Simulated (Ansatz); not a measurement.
## Computed properties of CdSe (NiAs type)

All numbers come from Ansatz. The cell comes from a prototype generator: it can be a known phase or a hypothetical one. No magnetic order is allowed.

CdSe, NiAs type, relaxed with r2SCAN. Cd has 6 Se at 2.86 Å; Se has 6 Cd at 2.86 Å.

Space group P6_3/mmc (No. 194). a = 4.019 Å, b = 4.019 Å, c = 6.659 Å, α = 90.00°, β = 90.00°, γ = 120.00°

| atom | site | symmetry | x | y | z |
| --- | --- | --- | --- | --- | --- |
| Cd | 2a | -3m. | 0.0000 | 0.0000 | 0.0000 |
| Se | 2c | -6m2 | 0.3333 | 0.6667 | 0.2500 |

Relaxed lattice by functional, symmetry kept:
```json
{"functional": "PBE", "k mesh": "12×12×4", "a (Å)": "4.063", "c (Å)": "6.697", "volume (Å³/atom)": "23.94"}
{"functional": "r2SCAN", "k mesh": "6×6×4", "a (Å)": "4.019", "c (Å)": "6.659", "volume (Å³/atom)": "23.29"}
{"functional": "PBEsol", "k mesh": "6×6×4", "a (Å)": "3.990", "c (Å)": "6.570", "volume (Å³/atom)": "22.65"}
{"functional": "LDA", "k mesh": "6×6×4", "a (Å)": "3.947", "c (Å)": "6.493", "volume (Å³/atom)": "21.90"}
{"functional": "HSE06", "k mesh": "6×6×2", "a (Å)": "4.023", "c (Å)": "6.650", "volume (Å³/atom)": "23.30"}
```

Band edges at fixed r2SCAN geometry:

| level | k mesh | gap (eV) | kind | edges | least direct gap (eV) | rough cost |
| --- | --- | --- | --- | --- | --- | --- |
| LDA | 12×12×4 | none (overlap 0.03) | – | – | – | 15 core-seconds |
| PBE | 12×12×4 | none (overlap 0.03) | – | – | – | 23 core-seconds |
| PBE+SOC | 12×12×4 | 0.08 | indirect | Γ–M (0.33) → Γ | 0.17 | 100 core-seconds |
| r2SCAN | 12×12×4 | 0.55 | indirect | Γ–M (0.33) → Γ | 0.58 | 30 core-seconds |
| HSE06 | 6×6×4 | 0.80 | indirect | Γ–M (0.33) → Γ | 0.84 | 11 core-minutes |

All runs use a smearing of 0.02 eV.
Wave cutoffs: 420 eV, 500 eV (r2SCAN).
Points off the special ones are mesh points or PBE's searched band edges, reused at the other levels. Gaps under 0.1 eV (PBE+SOC) can't be told from a closed one: the bands may be in normal order or already inverted, which a gap's size doesn't show.
Costs come from shared machines and give only the order; PBE's includes the band path. The runs had 2 threads of Intel(R) Xeon(R) Platinum 8259CL CPU @ 2.50GHz (Skylake/Cascade Lake), on a shared host.

HSE06 gives an indirect gap of 0.80 eV, from Γ–M (0.33 of the way from Γ) to Γ; the least direct gap is 0.84 eV at Γ. PBE+SOC gives an indirect gap of 0.08 eV, from Γ–M (0.33 of the way from Γ) to Γ; the least direct gap is 0.17 eV at Γ. (With 0.02 eV of smearing so small a gap leaves both edges partly filled, and it could close between the points sampled.) With so small a gap spin-orbit coupling can invert the bands, which the size of the gap doesn't show: the edges may have crossed and parted again.

Direct and least gap lie within 0.04 eV at some levels, so the kind of gap isn't settled.

Only the levels marked +SOC include spin-orbit coupling.

The meshes of the hybrids are coarse, so their gaps aren't converged to the digits shown.
